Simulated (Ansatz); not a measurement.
Pd: levels with and without spin–orbit coupling

```yaml
crystal:
  lattice:
    - [0.00000, 1.94490, 1.94490]
    - [1.94490, 0.00000, 1.94490]
    - [1.94490, 1.94490, 0.00000]
  atoms:
    - { symbol: Pd, position: [0.00000, 0.00000, 0.00000] }
```

Conventional cell: a = 3.890 Å, b = 3.890 Å, c = 3.890 Å, α = 90.00°, β = 90.00°, γ = 90.00°. Pd (atom 1) is surrounded by 12 Pd at 2.75 Å.

The geometry is COD entry 9008478, unchecked; take it as a test cell.

Spin polarisation is left out, and whether a magnetic state lies lower isn't shown here.

Levels of theory: DFT, PBE, all-electron LAPW, scalar-relativistic (Ansatz 0.2.0); DFT, PBE, all-electron LAPW, Dirac equation with spin-orbit coupling (Ansatz 0.2.0).

Settings: a Γ-centred 18×18×18 k mesh, Fermi–Dirac smearing of 0.05 eV, basis error target 0.25 meV/atom, no spin polarisation.

Levels between -4 and 3 eV, each run counted from its own valence-band top where it has a gap, else its Fermi level. Scalar levels are listed once for both spins; with the coupling every spinor state is counted. Levels near the edges of the range can cross them.

Q: At Γ (0.000, 0.000, 0.000) the scalar-relativistic levels are -2.86 (×3), -1.24 (×2). What are they with spin–orbit coupling?

A: -3.00 (×4), -2.69 (×2), -1.22 (×4).

Q: At W (0.500, 0.250, 0.750) the scalar-relativistic levels are -3.40 (×2), -1.34, 0.29. What are they with spin–orbit coupling?

A: -3.49 (×2), -3.38 (×2), -1.33 (×2), 0.29 (×2).
